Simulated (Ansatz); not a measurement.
## What moves the field gradients of SiO₂?

Cell of run 1: a COD entry (the cell was measured well above room temperature), atoms as given.

```cif
data_SiO2
_symmetry_space_group_name_H-M 'P4_12_12'
_symmetry_Int_Tables_number 92
_cell_length_a 4.9930
_cell_length_b 4.9930
_cell_length_c 7.0050
_cell_angle_alpha 90.000
_cell_angle_beta 90.000
_cell_angle_gamma 90.000
loop_
_atom_site_label
_atom_site_type_symbol
_atom_site_symmetry_multiplicity
_atom_site_Wyckoff_symbol
_atom_site_fract_x
_atom_site_fract_y
_atom_site_fract_z
Si Si 4 a 0.2966 0.2966 0.0000
O O 8 b 0.2406 0.0966 0.1747
```

One atom of each set is listed.

Relaxed positions (PBE, cell held):

Si (0.3024, 0.3024, 0.0000)
O (0.2378, 0.1109, 0.1820)

All runs are DFT with Ansatz 0.2.0 (plane waves and PAW, scalar-relativistic unless spin–orbit coupling is named, Γ-centred meshes, Fermi–Dirac smearing where given) in this cell.

Run 1: PBE, gradients read without the response of the cores, atoms as given; 420 eV, 5×5×3 k-points, smearing 0.02 eV.
Run 2: PBE, gradients read without the response of the cores, atoms relaxed; 420 eV, 5×5×3 k-points, smearing 0.02 eV.
Run 3: r2SCAN, gradients read without the response of the cores, at the relaxed atoms; 500 eV, 5×5×3 k-points, smearing 0.02 eV.

Task: What does each run give, and what moves the gradients most?

Result: 

| run | Si V_zz (η) | O V_zz (η) |
| --- | --- | --- |
| 1 | -0.43 (0.86) | 9.49 (0.11) |
| 2 | -0.37 (0.76) | 9.87 (0.17) |
| 3 | -0.37 (0.72) | 9.80 (0.17) |

V_zz in 10²¹ V/m². Against run 1, the gradient tensors on these sites move by at most 0.56 in run 2 (O), 0.50 in run 3 (O). Taken one at a time, the positions of the atoms (as given or relaxed) move the tensors on these sites by up to 0.56 (largest principal value of the change, on O), the functional (r2SCAN with its higher cutoff) by 0.09 (O).

In runs 1, 3 the atoms aren't at the calculated equilibrium (largest force 0.47, 0.30 eV/Å). The cell isn't the equilibrium one in run 1 (calculated pressure 8 GPa), and the entry's cell may itself be off.
